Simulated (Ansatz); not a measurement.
A surface is cut from this relaxed crystal of Bi2Te3:

```cif
data_structure
_symmetry_space_group_name_H-M 'R-3m:H'
_symmetry_Int_Tables_number 166
_cell_length_a 4.3823
_cell_length_b 4.3823
_cell_length_c 30.2940
_cell_angle_alpha 90.000
_cell_angle_beta 90.000
_cell_angle_gamma 120.000
_cell_volume 503.84
loop_
_atom_site_label
_atom_site_type_symbol
_atom_site_symmetry_multiplicity
_atom_site_Wyckoff_symbol
_atom_site_fract_x
_atom_site_fract_y
_atom_site_fract_z
_atom_site_occupancy
Bi1 Bi 6 c 0.66667 0.33333 0.73321 1
Te1 Te 3 a 0.00000 0.00000 0.00000 1
Te2 Te 6 c 0.33333 0.66667 0.87661 1
```

Miller indices refer to the conventional cell of R-3m (No. 166), a = 4.382 Å, b = 4.382 Å, c = 30.294 Å, α = 90.00°, β = 90.00°, γ = 120.00°. The bulk's gap is 0.21 eV.

The (101) slab of 15 planes, 10.5 Å thick with 15 Å of vacuum as cut; outer planes Bi (top) and Bi (bottom).

These are results of DFT PBEsol, scalar-relativistic, plane waves, PAW in Ansatz, not measurements. Plane waves to 420 eV, a k mesh through Γ of 8×4×1 on the computed 15-atom cell and Gaussian smearing (0.05 eV); no spin polarisation. A dipole correction removes the field between periodic images along c.

The slab's inner planes relax by over 3 % too, so it holds no bulk-like region.

With the atoms at the bulk's places:

```
Surface energy (mean of both faces)                : 0.91 J/m²
Gap of the slab on the mesh                        : none (metal or semimetal)
Work function                                      : 4.25 eV
Bulk valence band top under the vacuum level       : 4.37 eV
Bulk conduction band bottom under the vacuum level : 4.15 eV
```

(1) What changes when all atoms relax?

With no bulk-like middle, the error of these values can't be bounded. Other terminations of this plane can be more stable.

Spin-orbit coupling is left out, which matters for the bands of heavy elements. Gaps are read on the k points sampled, so a band crossing between them can be missed.

Results:

(1) The energy falls by 0.220 J/m² a face, and the largest move is 0.39 Å.

```
Surface energy (mean of both faces) : 0.69 J/m²
Gap of the slab on the mesh         : none (metal or semimetal)
Work function                       : 4.12 eV
```

```tsv
plane (bottom to top)	atoms	spacing to next, bulk (Å)	relaxed (Å)	change (%)
1	Bi	0.715	0.485	-32.2
2	Te	0.791	0.542	-31.5
3	Te	0.791	0.928	+17.4
4	Te	0.715	0.570	-20.3
5	Bi	0.754	0.920	+22.0
6	Bi	0.715	0.737	+3.0
7	Te	0.791	0.709	-10.3
8	Te	0.791	0.709	-10.3
9	Te	0.715	0.737	+3.0
10	Bi	0.754	0.920	+22.0
11	Bi	0.715	0.570	-20.3
12	Te	0.791	0.928	+17.4
13	Te	0.791	0.542	-31.5
14	Te	0.715	0.485	-32.2
15	Bi
```

γ = (E_slab − N·E_bulk)/2A = 3.863 eV / (2 × 44.60 Å²) = 43.3 meV/Å² = 0.69 J/m², with N = 15 atoms. The cut crosses 6 bonds a cell (neighbours within 10 % of the shortest distances), so each costs 0.64 eV on this count.

Relaxation recovers about a quarter of the unrelaxed surface energy, mainly because this cut severs polar-covalent Bi–Te bonds inside the quintuple layers, whereas basal cleavage only parts weak Te–Te contacts. The outer Bi atoms, short of Te neighbours, sink inward, probably to strengthen their remaining bonds. The two outermost spacings both shrink, and the deeper ones change sign without a regular alternation, which suggests rebonding across several planes rather than a simple contraction of the top layer. These are closely spaced planes, so the large percentages don't measure bond strain.

Sinking Bi cations should weaken the outward-positive dipole and raise the work function, yet it falls from 4.25 to 4.12 eV; charge redistribution among the broken bonds probably outweighs the ionic shift. Such dangling-bond states may also close the slab's gap. The metallicity is no sign of the topological surface state, which requires a band inversion driven by spin-orbit coupling. The 0.64 eV per bond includes the relaxation energy and isn't an intrinsic Bi–Te bond strength.
